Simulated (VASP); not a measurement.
# Si (a cell with a defect) in VASP: notebook, part 2 of 2

VASP 6.6.1.

## Step 3: Single point, PBE

INCAR

```
PREC = Accurate
ENCUT = 520
EDIFF = 1E-6
ISMEAR = 0
SIGMA = 0.02
LREAL = Auto
LASPH = T
NELM = 100
ALGO = Fast
ISIF = 2
LWAVE = F
LCHARG = T
GGA = PE
LELF = T
LVHAR = T
NBANDS = 48
```

KPOINTS

```
regular mesh
0
Gamma
  2 2 2
```

POSCAR

```
Si
1.0
    0.0000000000      5.4300000000      5.4300000000
    5.4300000000      0.0000000000      5.4300000000
    5.4300000000      5.4300000000      0.0000000000
Si
17
Direct
   -0.0118041436      0.0011857274      0.0016997238
    0.0885069982      0.1367959484      0.1375720074
   -0.0117820442      0.0011369245      0.5093715470
    0.1313904236      0.1069047882      0.6310703499
   -0.0116969613      0.5085934622      0.0017404236
    0.1304203499      0.6304892265      0.1084365562
    0.0779793738      0.4734819521      0.4748110497
    0.1312874770      0.6304793738      0.6310795580
    0.4633637201      0.0118351750      0.0127023941
    0.6173629834      0.1209952118      0.1216186004
    0.5040950276     -0.0339668508      0.5152766114
    0.6174146409      0.1208476059      0.6406369245
    0.5031270718      0.5147375691     -0.0328624309
    0.6174713628      0.6397730203      0.1215634438
    0.5040025783      0.5144033149      0.5153464088
    0.6937271639      0.6015940147      0.6028441068
    0.5147256906      0.3281606814      0.3288538674
```

Potentials or basis: VASP PAW PBE potentials, release 64 (Si).

Started as:

```sh
$ cat potpaw_PBE.64/Si/POTCAR > POTCAR
$ mpirun -np 1 vasp_std > vasp.out
```

Run time: 8.1 min. Hardware: 1 thread of AMD EPYC, shared host; peak memory 0.44 GiB.

The run converged. Its results:

```yaml
Free_energy: -87.6967 eV
Pressure: 4.6 GPa
Largest_force: 0.055 eV/Å
Band_gap_on_the_k_mesh: 0.05 eV, indirect (least direct gap 0.45 eV)
```

Forces in eV/Å, atoms in the order of the input:
```
Si   0.021  0.012  0.007
Si  -0.002  0.002  0.004
Si  -0.013 -0.018  0.011
Si   0.005 -0.003  0.007
Si  -0.006  0.010 -0.020
Si  -0.005  0.009  0.002
Si   0.009 -0.010 -0.006
Si  -0.008 -0.001 -0.005
Si  -0.001  0.001  0.000
Si   0.007 -0.003 -0.001
Si  -0.024  0.021 -0.011
Si   0.006 -0.001 -0.004
Si  -0.029 -0.008  0.029
Si   0.002 -0.003 -0.009
Si   0.010  0.020  0.025
Si   0.033 -0.027 -0.034
Si  -0.006  0.001  0.004
```

Stress tensor (GPa, compression positive):
```
 4.55  0.26  0.26
 0.26  4.55 -0.26
 0.26 -0.26  4.55
```

Levels at points of the mesh, in eV from the valence-band top:
```
           k point  band 31  band 32  band 33  band 34  band 35  band 36  band 37  band 38
(0.00, 0.00, 0.00)    -1.12    -0.62    -0.62    -0.41     0.05     0.05     0.36     0.36
(0.50, 0.00, 0.00)    -1.32    -1.20    -1.20    -0.12     0.49     0.49     1.30     1.30
(0.00, 0.50, 0.00)    -1.31    -1.28    -0.78    -0.14     0.31     0.74     1.01     1.18
(0.00, 0.00, 0.50)    -1.31    -1.28    -0.78    -0.14     0.31     0.74     1.01     1.18
(0.50, 0.50, 0.50)    -1.31    -1.28    -0.78    -0.14     0.31     0.74     1.01     1.18
(0.50, 0.50, 0.00)    -1.81    -1.64    -0.56     0.00     0.52     1.45     1.57     1.66
(0.00, 0.50, 0.50)    -1.81    -1.64    -0.56     0.00     0.52     1.45     1.57     1.66
(0.50, 0.00, 0.50)    -1.81    -1.64    -0.57     0.00     0.51     1.44     1.57     1.66
```

Caveat: the k mesh is coarse (spacing up to 0.50 Å⁻¹), so the values aren't converged.

## Step 4: Single point, PBE

INCAR

```
ALGO = Fast
EDIFF = 1E-7
ENCUT = 520
GGA = PE
ISIF = 2
ISMEAR = 0
LASPH = T
LCHARG = F
LREAL = Auto
LWAVE = F
NBANDS = 48
NELM = 60
PREC = Accurate
SIGMA = 0.02
```

KPOINTS

```
k-points
0
Gamma
  2 2 2
```

POSCAR

```
Si
1.0
    0.0000000000      5.4300000000      5.4300000000
    5.4300000000      0.0000000000      5.4300000000
    5.4300000000      5.4300000000      0.0000000000
Si
17
Direct
    0.0145133067     -0.0333220001      0.0048963584
    0.1411672116      0.1206366449      0.1178652974
    0.0095413285      0.0009160611      0.4888064593
    0.1305194877      0.1072376510      0.6321420275
    0.0145081700      0.5142513787      0.0048366158
    0.1021492529      0.6020036506      0.1941483157
   -0.0256910510      0.4739479812      0.5779009999
    0.1305068776      0.6302759836      0.6320771937
    0.5130015616      0.0126605654     -0.0379869604
    0.6208293939      0.1205852462      0.1180273035
    0.5011629829      0.0007700104      0.4889245651
    0.6377634183      0.1375842302      0.5872595940
    0.4668018325      0.5142328026      0.0050767306
    0.6208463504      0.6408619393      0.1179969126
    0.5011568876      0.5093433227      0.4889164203
    0.6075523012      0.6301387926      0.6323582930
    0.8270332875      0.3268519396      0.0195291736
```

Potentials or basis: VASP PAW PBE potentials, release 64 (Si).

Started as:

```sh
$ cat potpaw_PBE.64/Si/POTCAR > POTCAR
$ mpirun -np 1 vasp_std > vasp.out
```

OUTCAR:

```text
EDIFF = 1E-7
   ENCUT = 520
   GGA = PE
   ISIF = 2
   ISMEAR = 0
   LASPH = T
   LREAL = Auto
   NELM = 60
   PREC = Accurate

 ion  position               nearest neighbor table
   1  0.015  0.967  0.005-   6 2.33   4 2.34  17 2.43   2 2.47  10 2.47
   2  0.141  0.121  0.118-   3 2.33   9 2.34  17 2.39   1 2.47   5 2.47
   3  0.010  0.001  0.489-   2 2.33   8 2.33   4 2.33  12 2.34
   4  0.131  0.107  0.632-  11 2.33   3 2.33   1 2.34   7 2.34
   5  0.015  0.514  0.005-   6 2.33   8 2.34  17 2.43   2 2.47  14 2.47
   6  0.102  0.602  0.194-  13 2.33   1 2.33   5 2.33   7 2.41
[... 617 lines left out ...]
  Total        9.1157294      9.1206998      9.1184511     -0.5529305      0.5530835      0.5545341
  in kB       45.6113075     45.6361776     45.6249259     -2.7666333      2.7673990      2.7746571
  external PRESSURE =      45.6241370 kB  Pullay stress =       0.0000000 kB

 VOLUME and BASIS-vectors are now :
 -----------------------------------------------------------------------------
  energy-cutoff  :      520.00
  volume of cell :      320.21
      direct lattice vectors                 reciprocal lattice vectors
     0.000000000  5.430000000  5.430000000    -0.092081031  0.092081031  0.092081031
     5.430000000  0.000000000  5.430000000     0.092081031 -0.092081031  0.092081031
     5.430000000  5.430000000  0.000000000     0.092081031  0.092081031 -0.092081031

 POSITION                                       TOTAL-FORCE (eV/Angst)
 -----------------------------------------------------------------------------------
      5.27565      0.10539      5.32787        -0.012967      0.010413     -0.013630
      1.29507      1.40655      1.42159         0.004148      0.004781     -0.002618
      2.65919      2.70603      0.05678         0.007209     -0.020416     -0.007461
      4.01483      4.14125      1.29102         0.011936      0.001663     -0.002016
      2.81865      0.10504      2.87116         0.012963      0.011780      0.012138
      4.32311      1.60890      3.82355        -0.030663     -0.033444      0.028484
[... 9 lines left out ...]
      6.85536      6.73271      6.72066        -0.000527      0.008629      0.000241
      1.88085      4.59683      6.26560        -0.008344     -0.005530      0.008811
 -----------------------------------------------------------------------------------
    total drift:                                0.002800     -0.000537     -0.002113

  FREE ENERGIE OF THE ION-ELECTRON SYSTEM (eV)
  ---------------------------------------------------
  free  energy   TOTEN  =       -87.6964059609 eV

  energy  without entropy=      -87.6959697241  energy(sigma->0) =      -87.69618784
```

stdout:

```text
POSCAR found type information on POSCAR Si
 POSCAR found :  1 types and      17 ions
 scaLAPACK will be used
 LDA part: xc-table for (Slater+PW92), standard interpolation
 POSCAR, INCAR and KPOINTS ok, starting setup
 FFT: planning ... GRIDC
 FFT: planning ... GRID_SOFT
 FFT: planning ... GRID
 WAVECAR not read
 entering main loop
```

It took 2.7 min on 1 thread of AMD EPYC 9R45 (Zen 5), shared host; peak memory 0.45 GiB.

What came out:

| Quantity | Value |
| --- | --- |
| Free energy | -87.6964 eV |
| Pressure | 4.6 GPa |
| Largest force | 0.054 eV/Å |
| Band gap on the k mesh | 0.07 eV, indirect (least direct gap 0.46 eV) |

Forces on the atoms (eV/Å):
```
Si  -0.013  0.010 -0.014
Si   0.004  0.005 -0.003
Si   0.007 -0.020 -0.007
Si   0.012  0.002 -0.002
Si   0.013  0.012  0.012
Si  -0.031 -0.033  0.028
Si   0.008  0.007 -0.006
Si   0.003  0.003 -0.011
Si   0.013  0.012 -0.015
Si   0.000  0.002 -0.003
Si   0.010  0.008  0.021
Si  -0.011 -0.010  0.012
Si   0.009 -0.011 -0.011
Si   0.004  0.003  0.000
Si  -0.020  0.007 -0.009
Si  -0.001  0.009  0.000
Si  -0.008 -0.006  0.009
```

Stress tensor (GPa, compression positive):
```
 4.56 -0.28  0.28
-0.28  4.56  0.28
 0.28  0.28  4.56
```

Caveat: the k mesh is coarse (spacing up to 0.50 Å⁻¹), so the values aren't converged. Expect the measured gap to be larger: semilocal functionals such as PBE lack the derivative discontinuity.
